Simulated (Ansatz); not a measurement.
## Ir under changes of volume

One of the cells (14.627 Å³/atom); the others are scaled copies at fixed shape and fractional positions:

```
Ir
1.0
     2.75138    0.00000    0.00000
    -1.37569    2.38276    0.00000
     0.00000    0.00000    4.46229
Ir
2
Cartesian
  0.0000 1.5885 1.1156
  1.3757 0.7943 3.3467
```

This isn't the form of Ir at room conditions, which is fcc.

```yaml
Program: Ansatz 0.2.0
Functional: r2SCAN
Potentials_or_basis: Ansatz PAW
Cutoff: "500 eV (not typed: the program's choice for these potentials)"
k_mesh: 11 × 11 × 6
Occupations: fermi-dirac, width 0.05 eV
Spin: no spin polarisation
```

```tsv
volume (Å³/atom)	energy over the lowest point (meV/atom)	pressure (GPa)
13.749	?	?
14.042	3.87	6.3
14.335	0.00	-1.7
14.627	9.77	-8.7
14.920	31.57	-14.8
15.212	63.95	-20.3
15.505	105.64	-25.0
```

**Question.** What does the run at 13.749 Å³/atom give?

**Answer.** Energy over the lowest point 23.17 meV/atom; pressure 15.3 GPa.

Worked out: A Birch-Murnaghan fit of order 3 (a polynomial in V^(-2/3)) to the other rows has its minimum at 14.27 Å³/atom with B0 = V·E''(V) = 376 GPa and B' = 5.2 at fixed shape and positions, which overstates the stiffness. It gives 23.33 meV/atom at 13.749 Å³/atom, against the run's 23.17, and -dE/dV = 15.3 GPa, against 15.3.

Energies are extrapolated to zero smearing.

Caveats: the PAW data sets come from PBE, with cores solved anew for the run's functional, which leaves a small shift of forces and pressure.
